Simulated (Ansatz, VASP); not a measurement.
**Two plane-wave programs on Al**

The input INCAR:

```
AGGAC = 0.0
ALDAC = 0.0
ALGO = Fast
EDIFF = 1E-7
ENCUT = 520
GGA = PE
ISIF = 2
ISMEAR = -1
LASPH = T
LCHARG = F
LREAL = F
LWAVE = F
NBANDS = 8
NELM = 60
PREC = Accurate
SIGMA = 0.05
```

Contents of KPOINTS:

```
k-points
0
Gamma
  11 11 11
```

The input POSCAR:

```
Al
1.0
    0.0000000000      2.0248050000      2.0248050000
    2.0248050000      0.0000000000      2.0248050000
    2.0248050000      2.0248050000      0.0000000000
Al
1
Direct
    0.0000000000      0.0000000000      0.0000000000
```

Contents of input.yaml:

```yaml
crystal:
  lattice:
    - [0.0, 2.024805, 2.024805]
    - [2.024805, 0.0, 2.024805]
    - [2.024805, 2.024805, 0.0]
  atoms:
    - { symbol: Al, position: [0.0, 0.0, 0.0] }
hamiltonian:
  xc: { exchange: pbe, correlation: none }
  pseudopotentials: { kind: paw }
kpoints:
  mp_grid: { grid: [11, 11, 11] }
  band_path:
    path:
      - [[0.0, 0.0, 0.0], [0.5, 0.0, 0.5], [0.5, 0.25, 0.75], [0.375, 0.375, 0.75], [0.0, 0.0, 0.0], [0.5, 0.5, 0.5], [0.625, 0.25, 0.625], [0.5, 0.25, 0.75], [0.5, 0.5, 0.5], [0.375, 0.375, 0.75]]
      - [[0.625, 0.25, 0.625], [0.5, 0.0, 0.5]]
    npoints: 14
scf:
  occupations: { method: fermi_dirac, width: 0.05 }
  n_extra_bands: 6
output:
  forces: true
  stress: true
  eigenvalues: true
  fatbands: false
```

Alike in both runs: functional PBE exchange alone; k mesh 11 × 11 × 11; occupations fermi-dirac, width 0.05 eV; no spin polarisation.

|  | VASP | Ansatz |
| --- | --- | --- |
| version | VASP 6.6.1 | Ansatz 0.2.0 |
| potentials or method | VASP PAW PBE potentials, release 64 (Al) | Ansatz PAW |
| plane-wave cutoff (eV) | 520 | 420 |
| valence electrons in the cell | 3 | 3 |
| task | single point | band structure |

VASP gave:

- gap on the k mesh at the Fermi level (eV): none
- pressure (GPa): 9.2

Question: Which values does Ansatz return?

Answer: gap on the k mesh at the Fermi level (eV): none; pressure (GPa): 9.1.

A gap of «none» marks a metal or a gap that the smearing closes. With one functional, cell and mesh, what is left measures potentials, basis and numerics.

Caveats: the PAW data sets come from PBE, with cores solved anew for the run's functional, which leaves a small shift of forces and pressure (Ansatz).
